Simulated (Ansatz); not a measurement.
# Evanescent states of LaAlO₃ (R-3c, 10 atoms a cell, 10.9 Å³ an atom) along the normal of (101)

These are r2SCAN (plane waves, PAW; Ansatz, a first-principles code) values and carry that method's errors.

The gap is the functional's own, uncorrected, and κ follows it; spin-orbit coupling is left out. Mid-gap means the computed energy nearest the middle.

Energies count from the valence-band top; κ is the least over a 8×8 mesh across the current.

| E (eV) | κ (1/Å) | where |
|---|---|---|
| 0.10 | 0.143 | Γ |
| 0.32 | 0.198 | Γ |
| 0.53 | 0.238 | Γ |
| 0.73 | 0.269 | Γ |
| 0.94 | 0.294 | Γ |
| 1.16 | 0.316 | Γ |
| 1.36 | 0.335 | Γ |
| 1.57 | 0.351 | Γ |
| 1.78 | 0.365 | Γ |
| 2.00 | 0.376 | Γ |
| 2.21 | 0.386 | Γ |
| 2.42 | 0.393 | Γ |
| 2.62 | 0.398 | Γ |
| 2.83 | 0.398 | Γ |
| 3.04 | 0.384 | Γ |
| 3.25 | 0.364 | Γ |
| 3.46 | 0.340 | Γ |
| 3.67 | 0.311 | Γ |
| 3.88 | 0.275 | Γ |
| 4.09 | 0.227 | Γ |
| 4.30 | 0.149 | Γ |

Question: How thick must the barrier be to attenuate the transmission by 10^4 when the electrodes' Fermi level lies at 0.53 eV, and what attenuation does that film give at 0.73 eV?

Answer: d = 4 ln 10 / (2 × 0.238) = 19.3 Å. At 0.73 eV it gives 4 × 0.269/0.238 = 4.5 decades.
